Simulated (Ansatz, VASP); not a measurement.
This is a calculation of ZnS (Wurtzite-2H) for VASP 6.6.1.

The input INCAR:

```
  PREC = Accurate
  ENCUT = 520
  EDIFF = 1E-6
  ISMEAR = -1
  SIGMA = 0.05
  LREAL = False
  LASPH = True
  NELM = 80
  ALGO = Normal
  ISIF = 2
  LWAVE = False
  LCHARG = True
  GGA = PS
  LELF = True
  LVHAR = True
  NBANDS = 26
```

File KPOINTS:

```
Automatic mesh
0
Gamma
  8 8 5
```

File POSCAR:

```
ZnS
1.0
    3.7594936861      0.0000000000      0.0000000000
   -1.8797468431      3.2558170375      0.0000000000
    0.0000000000      0.0000000000      6.1497464286
Zn S
2 2
Direct
    0.6666666667      0.3333333333      0.5000000000
    0.3333333333      0.6666666667      0.0000000000
    0.6666666667      0.3333333333      0.8850000000
    0.3333333333      0.6666666667      0.3850000000
```

Potentials or basis: VASP PAW PBE potentials, release 64 (Zn, S).

Launch:

```bash
$ cat potpaw_PBE.64/Zn/POTCAR potpaw_PBE.64/S/POTCAR > POTCAR
$ mpirun -np 1 vasp_std > vasp.out
```

**Question.** Set up the same calculation for Ansatz 0.2.0. Potentials there: all-electron LAPW, scalar-relativistic.

**Answer.** As run (the cutoff follows the program's own potentials):

input.yaml

```yaml
crystal:
  lattice:
    - [3.7594936861, 0.0, 0.0]
    - [-1.8797468431, 3.2558170375, 0.0]
    - [0.0, 0.0, 6.1497464286]
  atoms:
    - { symbol: Zn, position: [0.6666666667, 0.3333333333, 0.5] }
    - { symbol: Zn, position: [0.3333333333, 0.6666666667, 0.0] }
    - { symbol: S, position: [0.6666666667, 0.3333333333, 0.885] }
    - { symbol: S, position: [0.3333333333, 0.6666666667, 0.385] }
kpoints:
  mp_grid: { grid: [8, 8, 5] }
scf:
  occupations: { method: fermi_dirac, width: 0.05 }
hamiltonian:
  xc: pbesol
  pseudopotentials: { kind: all_electron, lapw: { basis_error: 0.002 } }
output:
  forces: true
  stress: true
  eigenvalues: true
```

Potentials or basis: all-electron LAPW, scalar-relativistic.

Command:

```console
$ ansatz run input.yaml --threads 2 --pin off --max-ram 6144MiB --backend cpu --events-out ev --progress --plain --runs-dir out
```

Both were run:

|  | VASP | Ansatz | Ansatz less VASP |
| --- | --- | --- | --- |
| gap on the k mesh at the Fermi level (eV) | 2.31 | 2.30 | -0.005 |
| least direct gap on the mesh (eV) | 2.31 | 2.30 | -0.005 |
| pressure (GPa) | 2.2 | 2.0 | -0.23 |
| largest component of the traceless stress (GPa) | 1.66 | 1.64 | -0.017 |
| rms of the force components (eV/Å) | 0.208 | 0.206 | -0.0015 |

Atom by atom the forces differ by 0.001 eV/Å (rms over components). Ansatz ran all-electron here, so the differences hold the error of VASP's frozen core and of both bases.

Caveats: the PAW data sets were made with another functional, which shifts forces and pressure a little (VASP).
